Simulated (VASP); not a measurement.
## HfC: relaxation of cell and atoms with optB86b-vdW

HfC:

```
Hf C
1.0
     0.00000    2.32500    2.32500
     2.32500    0.00000    2.32500
     2.32500    2.32500    0.00000
Hf C
1 1
Direct
  0.50000 0.50000 0.50000
  0.00000 0.00000 0.00000
```

```yaml
Program: VASP 6.6.1
Task: relaxation of cell and atoms
Functional: optB86b-vdW
Potentials_or_basis: VASP PAW PBE potentials, release 64 (Hf_pv, C)
Cutoff: 600 eV
k_mesh: 10 × 10 × 10
Occupations: fermi-dirac, width 0.05 eV
Spin: no spin polarisation
Further_INCAR_settings: ALGO = Fast; EDIFF = 1e-07; IBRION = 2; EDIFFG = -0.005; NSW = 40; ISIF = 3
```

The relaxed volume is 12.41 Å³/atom. The relaxed cell is a = 3.274 Å, b = 3.274 Å, c = 3.274 Å, α = 60.00°, β = 60.00°, γ = 60.00°, the space group after relaxing (to 0.05 Å) is Fm-3m (No. 225) and the energy gained by relaxing is 1.5 meV/atom. The ionic steps are 3 and the pressure after relaxing is 0.0 GPa. The band gap on the k mesh is none (metal or under the smearing width).

The path:
```csv
step,energy change (eV),largest force (eV/Å),pressure (GPa),volume (Å³)
1,0.0000,0.0000,-2.99,25.14
2,0.0062,0.0000,5.62,24.29
3,-0.0029,0.0000,-0.01,24.83
```

Final structure:
```
CELL_PARAMETERS angstrom
0.00000 2.31541 2.31541
2.31541 0.00000 2.31541
2.31541 2.31541 0.00000
ATOMIC_POSITIONS crystal
Hf 0.50000 0.50000 0.50000
C 0.00000 0.00000 0.00000
```

Levels at points of the mesh, in eV from the Fermi level:
| k point | band 5 | band 6 | band 7 | band 8 | band 9 | band 10 |
| --- | --- | --- | --- | --- | --- | --- |
| (0.00, 0.00, 0.00) | 0.98 | 0.98 | 0.98 | 1.35 | 1.35 | 1.35 |
| (0.50, 0.00, 0.00) | -6.20 | -3.05 | -3.05 | 5.32 | 5.32 | 5.80 |
| (0.50, 0.50, 0.00) | -2.57 | -1.83 | -0.10 | -0.10 | 5.33 | 6.75 |

It took 3.4 min on 1 thread of Intel(R) Xeon(R) Platinum 8259CL CPU @ 2.50GHz (Skylake/Cascade Lake), with other jobs on the host, peak memory 0.34 GiB.

Caveat: the PAW data sets were made with another functional, which shifts forces and pressure a little. Spin-orbit coupling is left out, which matters for the levels of Hf.
